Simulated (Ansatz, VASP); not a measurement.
## Two plane-wave programs on HfN

```
Hf N
1.0
     0.00000    2.65121    2.65121
     2.65121    0.00000    2.65121
     2.65121    2.65121    0.00000
Hf N
1 1
Direct
  0.00000 0.00000 0.00000
  0.75000 0.75000 0.75000
```

Change from the starting cell: strain +0.080 along x and y, +0.080 along z, atoms carried along.

Alike in both runs: task single point; functional PBEsol; k mesh 16 × 16 × 16; occupations gaussian, width 0.15 eV; no spin polarisation.

```csv
,VASP,Ansatz
version,VASP 6.6.1,Ansatz 0.2.0
potentials or method,"VASP PAW PBE potentials, release 64 (Hf_pv, N)","scalar-relativistic, plane waves, PAW"
plane-wave cutoff (eV),520,420
valence electrons in the cell,15,31
```

Ansatz gave:

```
gap on the k mesh at the Fermi level (eV) : none
pressure (GPa)                            : -30.8
```

Q: What did VASP give for the same quantities?

A: gap on the k mesh at the Fermi level (eV): none; pressure (GPa): -31.6.

A gap of «none» marks a metal or a gap that the smearing closes. The two sets of potentials don't hold the same shells in valence.

Caveats: the cell as given lies far from equilibrium; so large a pressure means that the cell lies far from this level's equilibrium, or that cutoff or potentials fall short (VASP); the potentials were made for another functional, which shifts forces and pressure (VASP). The runs have no spin-orbit coupling, so splittings on Hf are missing.
